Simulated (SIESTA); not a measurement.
Crystal: Ir.

```
CELL_PARAMETERS angstrom
2.75138 0.00000 0.00000
-1.37569 2.38276 0.00000
0.00000 0.00000 4.46229
ATOMIC_POSITIONS crystal
Ir 0.33333 0.66667 0.25000
Ir 0.66667 0.33333 0.75000
```

This isn't the form of Ir at room conditions, which is fcc.

Base run:

| Item | Value |
| --- | --- |
| Program | SIESTA 5.4.2 |
| Functional | PBEsol |
| Potentials or basis | PseudoDojo 0.4 standard (PBE files) |
| Basis | DZP (energy shift 0.003 Ry; two zetas on semicore shells) |
| Grid cutoff | 800 Ry |
| Energy shift | 0.003 Ry |
| k mesh | 11 × 11 × 6 |
| Occupations | fermi-dirac, width 0.05 eV |
| Spin | no spin polarisation |

Its results: band gap on the k mesh none (metal or under the smearing width); pressure -8.7 GPa.

Problem. The run is repeated on the same cell with these changes: basis from DZP (energy shift 0.003 Ry; two zetas on semicore shells) to TZDP (energy shift 0.003 Ry; two zetas on semicore shells). What comes out?

Solution. Band gap on the k mesh none (metal or under the smearing width); pressure -7.3 GPa.

Caveats: the potentials were made for another functional, which shifts forces and pressure; short orbitals over semicore shells can move pressures by several GPa; the valence orbitals were made in a potential fitted to the semicore shell under them, which widens gaps by tenths of an eV or more; spin-orbit coupling is left out, which moves the levels of the heavy elements; the basis of atomic orbitals isn't converged, which shifts pressures, moduli and gaps.
